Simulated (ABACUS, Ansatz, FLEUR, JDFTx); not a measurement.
## 10 crystals, 4 set-ups of PBE: the equilibrium volume

The same calculation (PBE, Γ-centred k mesh with a spacing near 0.25 Å⁻¹, Fermi-Dirac smearing of 0.05 eV, no spin-orbit coupling) was run on each cell with:

- A: FLEUR, all-electron
- B: ABACUS, PseudoDojo NC SR 0.4.1 PBE standard, cutoffs 680 to 1143 eV
- C: JDFTx, PseudoDojo-SR-PBE-0.5-standard, cutoffs 680 to 1143 eV
- D: Ansatz LAPW, all-electron LAPW, scalar-relativistic

Volumes are energy minima over scaled cells at fixed shape and fractions. Spin polarisation and spin-orbit coupling are off unless named. Started with parallel moments: V.

```csv
crystal,A (Å³/atom),B (Å³/atom),C (Å³/atom),D (Å³/atom)
LiH (Fm-3m),8.036,8.042,8.042,8.038
LiF (Fm-3m),8.378,8.374,8.374,8.404
"MgB2 (P6/mmm, 3 atoms)",9.621,9.623,9.622,9.618
"HfB2 (P6/mmm, 3 atoms)",9.966,9.973,9.973,9.963
V (Im-3m),13.457,13.473,13.472,13.455
"Os (P6_3/mmc, 2 atoms)",14.285,14.261,14.261,14.281
"Tc (P6_3/mmc, 2 atoms)",14.435,14.453,14.453,14.434
Ta (Im-3m),18.239,18.243,18.243,18.241
"Hf (P6_3/mmc, 2 atoms)",22.503,22.515,22.515,22.507
Cs (Im-3m),117.439,117.372,117.369,117.440
```

Against the mean of the all-electron results, the mean absolute deviation is B 0.09, C 0.09 %. The largest single deviation is -0.20 %, for LiF in B. The figures use the values as printed. The all-electron reference has errors of its own basis, so a deviation may be partly its. Meshes of this size aren't converged for metals, which the comparison doesn't need. The functional is the same throughout, so these differences measure potentials, basis sets and numerical settings.
